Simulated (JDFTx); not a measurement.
# CoO (R-3m) in JDFTx: notebook, part 2 of 2

JDFTx 1.7.0 (patched build). The steps go on from the part before.

**5. Single point, PBE, collinear spin, ferromagnetic start**

File CoO.in:

```
lattice \
    2.8449251281    -2.8449251281     0.0000000000 \
    1.6425182886     1.6425182886    -3.2850365771 \
    4.6107936168     4.6107936168     4.6107936168
coords-type Lattice
ion Co     0.0000000000     0.0000000000     0.0000000000 1
ion O      0.5000000000     0.5000000000     0.5000000000 1

ion-species pseudo/Co.upf
ion-species pseudo/O.upf
elec-cutoff 48 384
elec-ex-corr gga-PBE
kpoint-folding 9 9 9
elec-smearing Fermi 0.0018374661
elec-n-bands 19
spintype z-spin
initial-magnetic-moments Co 2
elec-initial-magnetization 3 yes
electronic-SCF nIterations 100 energyDiffThreshold 1e-09
electronic-minimize nIterations 30 energyDiffThreshold 1e-7
converge-empty-states yes
forces-output-coords Cartesian

dump-name run.$VAR
dump End Ecomponents EigStats BandEigs Kpoints Forces Stress ElecDensity Dtot
```

Potentials or basis: PseudoDojo-SR-PBE-0.5-standard with smoothed tails.

Launch:

```bash
$ jdftx -c 1 -i CoO.in -o CoO.out
```

What it wrote:

```text
*************** JDFTx 1.7.0 (patched build) ***************

Input parsed successfully to the following command list (including defaults):
[... the input with its defaults ...]

---------- Setting up symmetries ----------

Found 12 point-group symmetries of the bravais lattice
Found 12 space-group symmetries with basis
Applied RMS atom displacement 0 bohrs to make symmetries exact.

---------- Initializing the Grid ----------
R =
[      2.84493     -2.84493            0  ]
[      1.64252      1.64252     -3.28504  ]
[      4.61079      4.61079      4.61079  ]
unit cell volume = 129.273
G =
[    1.10428   0.637556   0.454237  ]
[   -1.10428   0.637556   0.454237  ]
[ -8.73998e-18   -1.27511   0.454237  ]
Minimum fftbox size, Smin = [  52  52  52  ]
Chosen fftbox size, S = [  54  54  54  ]

---------- Initializing tighter grid for wavefunction operations ----------
R =
[      2.84493     -2.84493            0  ]
[      1.64252      1.64252     -3.28504  ]
[      4.61079      4.61079      4.61079  ]
unit cell volume = 129.273
G =
[    1.10428   0.637556   0.454237  ]
[   -1.10428   0.637556   0.454237  ]
[ -8.73998e-18   -1.27511   0.454237  ]
Minimum fftbox size, Smin = [  36  36  36  ]
Chosen fftbox size, S = [  36  36  36  ]

---------- Exchange Correlation functional ----------
Initalized PBE GGA exchange.
Initalized PBE GGA correlation.

---------- Setting up pseudopotentials ----------
Width of ionic core gaussian charges (only for fluid interactions / plotting) set to 0

Reading pseudopotential file 'pseudo/Co.upf':
  'Co' pseudopotential, 'PBE' functional
  Generated using ONCVPSP code by D. R. Hamann
  17 valence electrons, 4 orbitals, 6 projectors, 1001 radial grid points, with lMax = 2
    3S    l: 0   occupation:  2.0   eigenvalue: -3.763303
    3P    l: 1   occupation:  6.0   eigenvalue: -2.412101
    3D    l: 2   occupation:  7.0   eigenvalue: -0.301498
    4S    l: 0   occupation:  2.0   eigenvalue: -0.201022
  Core radius for overlap checks: 1.60 bohrs.

Reading pseudopotential file 'pseudo/O.upf':
  'O' pseudopotential, 'PBE' functional
  Generated using ONCVPSP code by D. R. Hamann
  6 valence electrons, 2 orbitals, 5 projectors, 936 radial grid points, with lMax = 2
    2S    l: 0   occupation:  2.0   eigenvalue: -0.880572
    2P    l: 1   occupation:  4.0   eigenvalue: -0.331869
  Core radius for overlap checks: 1.39 bohrs.

Initialized 2 species with 2 total atoms.

Folded 1 k-points by 9x9x9 to 729 k-points.

---------- Setting up k-points, bands, fillings ----------
Reduced to 85 k-points under symmetry.
Computing the number of bands and number of electrons
Calculating initial fillings.
nElectrons:  23.000000   nBands: 19   nStates: 170

----- Setting up reduced wavefunction bases (one per k-point) -----
average nbasis = 2053.428 , ideal nbasis = 2053.354

---------- Setting up ewald sum ----------
Optimum gaussian width for ewald sums = 1.821976 bohr.
Real space sum over 1331 unit cells with max indices [  5  5  5  ]
Reciprocal space sum over 2197 terms with max indices [  6  6  6  ]

---------- Allocating electronic variables ----------
Initializing wave functions:  linear combination of atomic orbitals
Note: number of bands (19) exceeds available atomic orbitals (14)
Co (M=2) pseudo-atom majority spin occupations:   s ( 1 0.5 )  p ( 3 )  d ( 5 )
Co (M=2) pseudo-atom minority spin occupations:   s ( 1 0 )  p ( 3 )  d ( 3.5 )
O pseudo-atom occupations:   s ( 2 )  p ( 4 )
	FillingsUpdate:  mu: +1.189607017  nElectrons: 23.000000  magneticMoment: [ Abs: 3.00000  Tot: +3.00000 ]
LCAOMinimize: Iter:   0  F: -149.3529561488366824  |grad|_K:  1.636e-02  alpha:  1.000e+00
	FillingsUpdate:  mu: +1.132798276  nElectrons: 23.000000  magneticMoment: [ Abs: 3.00000  Tot: +3.00000 ]
LCAOMinimize: Iter:   1  F: -156.1129446468327444  |grad|_K:  1.410e-02  alpha:  3.460e-01  linmin: -2.360e-01  cgtest:  3.673e-01
	FillingsUpdate:  mu: +0.632938156  nElectrons: 23.000000  magneticMoment: [ Abs: 3.00000  Tot: +3.00000 ]
[... 27 lines of inner loops ...]
LCAOMinimize: Iter:  12  F: -158.4444302127664344  |grad|_K:  2.161e-06  alpha:  3.769e-01  linmin:  4.856e-04  cgtest: -1.204e-02
	FillingsUpdate:  mu: +0.550379824  nElectrons: 23.000000  magneticMoment: [ Abs: 3.01285  Tot: +3.00000 ]
LCAOMinimize: Iter:  13  F: -158.4444302977792063  |grad|_K:  4.924e-07  alpha:  5.938e-01  linmin: -2.672e-04  cgtest:  5.692e-03
LCAOMinimize: Converged (|Delta F|<1.000000e-06 for 2 iters).

-------- Electronic minimization -----------
Will mix electronic density at each iteration.
	FillingsUpdate:  mu: +0.550379824  nElectrons: 23.000000  magneticMoment: [ Abs: 3.01285  Tot: +3.00000 ]
	FillingsUpdate:  mu: +0.547370815  nElectrons: 23.000000  magneticMoment: [ Abs: 3.01285  Tot: +3.00000 ]
SCF: Cycle:  0   F: -158.467195060370869   dF: -2.276e-02   |Residual|: 6.867e-02   |deigs|: 7.158e-02
	FillingsUpdate:  mu: +0.536902286  nElectrons: 23.000000  magneticMoment: [ Abs: 3.01956  Tot: +3.00000 ]
SCF: Cycle:  1   F: -158.469376608939285   dF: -2.182e-03   |Residual|: 1.385e-02   |deigs|: 1.439e-02
	FillingsUpdate:  mu: +0.536364766  nElectrons: 23.000000  magneticMoment: [ Abs: 3.02059  Tot: +3.00000 ]
SCF: Cycle:  2   F: -158.469415961068790   dF: -3.935e-05   |Residual|: 5.687e-03   |deigs|: 1.716e-03
	FillingsUpdate:  mu: +0.536784455  nElectrons: 23.000000  magneticMoment: [ Abs: 3.02142  Tot: +3.00000 ]
SCF: Cycle:  3   F: -158.469419322735888   dF: -3.362e-06   |Residual|: 3.035e-03   |deigs|: 5.676e-04
	FillingsUpdate:  mu: +0.537263014  nElectrons: 23.000000  magneticMoment: [ Abs: 3.02232  Tot: +3.00000 ]
SCF: Cycle:  4   F: -158.469420425987209   dF: -1.103e-06   |Residual|: 8.424e-04   |deigs|: 5.357e-04
	FillingsUpdate:  mu: +0.537256890  nElectrons: 23.000000  magneticMoment: [ Abs: 3.02196  Tot: +3.00000 ]
SCF: Cycle:  5   F: -158.469420592557668   dF: -1.666e-07   |Residual|: 2.767e-04   |deigs|: 1.963e-04
	FillingsUpdate:  mu: +0.537240160  nElectrons: 23.000000  magneticMoment: [ Abs: 3.02179  Tot: +3.00000 ]
SCF: Cycle:  6   F: -158.469420620682314   dF: -2.812e-08   |Residual|: 1.236e-04   |deigs|: 1.466e-04
	FillingsUpdate:  mu: +0.537253305  nElectrons: 23.000000  magneticMoment: [ Abs: 3.02179  Tot: +3.00000 ]
SCF: Cycle:  7   F: -158.469420628380789   dF: -7.698e-09   |Residual|: 6.978e-05   |deigs|: 1.339e-04
	FillingsUpdate:  mu: +0.537251673  nElectrons: 23.000000  magneticMoment: [ Abs: 3.02180  Tot: +3.00000 ]
SCF: Cycle:  8   F: -158.469420630461713   dF: -2.081e-09   |Residual|: 3.349e-05   |deigs|: 1.197e-04
	FillingsUpdate:  mu: +0.537254966  nElectrons: 23.000000  magneticMoment: [ Abs: 3.02181  Tot: +3.00000 ]
SCF: Cycle:  9   F: -158.469420631099752   dF: -6.380e-10   |Residual|: 1.435e-05   |deigs|: 9.622e-05
	FillingsUpdate:  mu: +0.537254698  nElectrons: 23.000000  magneticMoment: [ Abs: 3.02181  Tot: +3.00000 ]
SCF: Cycle: 10   F: -158.469420631284265   dF: -1.845e-10   |Residual|: 5.263e-06   |deigs|: 8.800e-05
SCF: Converged (|Delta E|<1.000000e-09 for 2 iters).

Setting wave functions to eigenvectors of Hamiltonian
Converging empty states (this may take a while): |deigs|: 1.174e-03

# Stress tensor in Cartesian coordinates [Eh/a0^3]:
[ -8.55207e-06            0            0  ]
[            0 -8.55208e-06            0  ]
[            0            0  3.81962e-06  ]

# Ionic positions in lattice coordinates:
ion Co   0.000000000000000   0.000000000000000   0.000000000000000 1
ion O   0.500000000000000   0.500000000000000   0.500000000000000 1

# Forces in Cartesian coordinates:
force Co   0.000000000000000   0.000000000000000   0.000000000000000 1
force O  -0.000000000000000   0.000000000000000  -0.000000000000000 1

# Energy components:
   Eewald =     -106.6716796414786756
       EH =       45.4419784998696770
     Eloc =     -133.6684386195182128
      Enl =      -21.7222109187377725
      Exc =      -32.2415607130289672
 Exc_core =       11.0641211423741108
       KE =       79.3294696602120410
-------------------------------------
     Etot =     -158.4683205903077692
       TS =        0.0011000409764857
-------------------------------------
        F =     -158.4694206312842653

IonicMinimize: Iter:   0  F: -158.469420631284265  |grad|_K:       -nan
IonicMinimize: None of the convergence criteria satisfied after 0 iterations.

#--- Lowdin population analysis ---
# oxidation-state Co +1.126
# magnetic-moments Co +2.593
# oxidation-state O -1.004
# magnetic-moments O +0.413

Dumping 'run.eigStats' ...
	eMin: -3.030436 at state 0 ( [ +0.000000 +0.000000 +0.000000 ] spin 1 )
	HOMO: +0.527094 at state 125 ( [ +0.111111 +0.333333 +0.333333 ] spin -1 )
	mu  : +0.537255
	LUMO: +0.527558 at state 127 ( [ +0.111111 +0.333333 -0.444444 ] spin -1 )
	eMax: +1.557350 at state 108 ( [ +0.000000 +0.444444 +0.444444 ] spin -1 )
	HOMO-LUMO gap: +0.000465
	Optical gap  : +0.002364 at state 125 ( [ +0.111111 +0.333333 +0.333333 ] spin -1 )
Done!
```

Wall time 4.6 min (1 thread of Intel Xeon Platinum 8488C (Sapphire Rapids), shared host); peak memory 0.32 GiB.

Results:

```
Free energy     : -4312.1726 eV
Pressure        : 0.1 GPa
Net moment      : 3.00 μB per cell
Absolute moment : 3.02 μB per cell
Site moments    : Co +2.59; O +0.41 μB
Loewdin charges : Co +1.13; O -1.00 e
```

Caveat: the atomic charges don't sum to the cell's charge; the total moment is fixed, so each spin has its own Fermi level; a cell with one magnetic atom can't hold antiferromagnetic order, which such compounds often take.

**6. Single point, PBE, collinear spin, ferromagnetic start**

CoO.in, as its differences from that of step 5:

```diff
@@ -14,6 +14,6 @@
 elec-smearing Fermi 0.0018374661
-elec-n-bands 19
+elec-n-bands 20
 spintype z-spin
 initial-magnetic-moments Co 2
-elec-initial-magnetization 3 yes
+elec-initial-magnetization 4 yes
 electronic-SCF nIterations 100 energyDiffThreshold 1e-09
@@ -24,2 +24,2 @@
 dump-name run.$VAR
-dump End Ecomponents EigStats BandEigs Kpoints Forces Stress ElecDensity Dtot
+dump End Ecomponents EigStats BandEigs Kpoints Forces Stress
```

Potentials or basis: PseudoDojo-SR-PBE-0.5-standard with smoothed tails.

Launch:

```bash
$ jdftx -c 1 -i CoO.in -o CoO.out
```

What it wrote:

```text
*************** JDFTx 1.7.0 (patched build) ***************

Input parsed successfully to the following command list (including defaults):
[... the input with its defaults ...]

---------- Setting up symmetries ----------

Found 12 point-group symmetries of the bravais lattice
Found 12 space-group symmetries with basis
Applied RMS atom displacement 0 bohrs to make symmetries exact.

---------- Initializing the Grid ----------
R =
[      2.84493     -2.84493            0  ]
[      1.64252      1.64252     -3.28504  ]
[      4.61079      4.61079      4.61079  ]
unit cell volume = 129.273
G =
[    1.10428   0.637556   0.454237  ]
[   -1.10428   0.637556   0.454237  ]
[ -8.73998e-18   -1.27511   0.454237  ]
Minimum fftbox size, Smin = [  52  52  52  ]
Chosen fftbox size, S = [  54  54  54  ]

---------- Initializing tighter grid for wavefunction operations ----------
R =
[      2.84493     -2.84493            0  ]
[      1.64252      1.64252     -3.28504  ]
[      4.61079      4.61079      4.61079  ]
unit cell volume = 129.273
G =
[    1.10428   0.637556   0.454237  ]
[   -1.10428   0.637556   0.454237  ]
[... 97 lines left out ...]
[ -0.000834798            0            0  ]
[            0 -0.000834798            0  ]
[            0            0 -0.000823031  ]

# Ionic positions in lattice coordinates:
ion Co   0.000000000000000   0.000000000000000   0.000000000000000 1
ion O   0.500000000000000   0.500000000000000   0.500000000000000 1

# Forces in Cartesian coordinates:
force Co   0.000000000000000   0.000000000000000   0.000000000000000 1
force O   0.000000000000000  -0.000000000000000   0.000000000000000 1

# Energy components:
   Eewald =     -106.6716796414786756
       EH =       44.7725062399679885
     Eloc =     -132.7873379747913702
      Enl =      -21.4241731407290494
      Exc =      -32.1836992669426039
 Exc_core =       11.0641211423741108
       KE =       78.8564643396130549
-------------------------------------
     Etot =     -158.3737983019865396
       TS =        0.0010796931629248
-------------------------------------
        F =     -158.3748779951494612

IonicMinimize: Iter:   0  F: -158.374877995149461  |grad|_K:  6.275e-42
IonicMinimize: Converged (|grad|_K<1.000000e-04).

#--- Lowdin population analysis ---
# oxidation-state Co +1.128
# magnetic-moments Co +3.149
# oxidation-state O -0.917
# magnetic-moments O +0.755

Dumping 'run.eigStats' ...
	eMin: -3.084866 at state 0 ( [ +0.000000 +0.000000 +0.000000 ] spin 1 )
	HOMO: +0.740151 at state 20 ( [ +0.000000 +0.333333 +0.444444 ] spin 1 )
	mu  : +0.618567
	LUMO: +0.497074 at state 155 ( [ +0.222222 +0.444444 -0.333333 ] spin -1 )
	eMax: +1.620677 at state 156 ( [ +0.222222 +0.444444 -0.222222 ] spin -1 )
	HOMO-LUMO gap: -0.243077
	Optical gap  : +0.006265 at state 162 ( [ +0.333333 +0.333333 -0.444444 ] spin -1 )
Done!
[note: the Lowdin charges miss the electrons that lie outside the files' atomic orbitals]
```

Wall time 4.9 min (1 thread of Intel Xeon Platinum 8488C (Sapphire Rapids), shared host); peak memory 0.33 GiB.

Results:

* Free energy: -4309.6000 eV
* Pressure: 24.4 GPa
* Net moment: 4.00 μB per cell
* Absolute moment: 4.00 μB per cell
* Site moments: Co +3.15; O +0.76 μB

Stress tensor (GPa, compression positive):
```
24.56  0.00  0.00
 0.00 24.56  0.00
 0.00  0.00 24.21
```

Caveat: the moment is held away from its start; the total moment is fixed, so each spin has its own Fermi level; a cell with one magnetic atom can't hold antiferromagnetic order, which such compounds often take.

**7. Overview**

| fixed moment (μB) | pressure (GPa) | moment (μB) |
| --- | --- | --- |
| 1.0 | -14.5 | 1.00 |
| 2.0 | -8.3 | 2.00 |
| 3.0 | 0.1 | 3.00 |
| 4.0 | 24.4 | 4.00 |

Alike in all rows: task single point; level PBE; potentials or basis PseudoDojo-SR-PBE-0.5-standard with smoothed tails; spin collinear, ferromagnetic start; cell as given; k mesh 9 × 9 × 9; cutoff (eV) 1306; smearing fermi-dirac 0.05 eV.

Caveats: the total moment is fixed, so each spin has its own Fermi level; a cell with one magnetic atom can't hold antiferromagnetic order, which such compounds often take; the moment is held away from its start (some runs).

Total energies depend on the potentials used, so only differences within one code and one set of settings carry meaning.
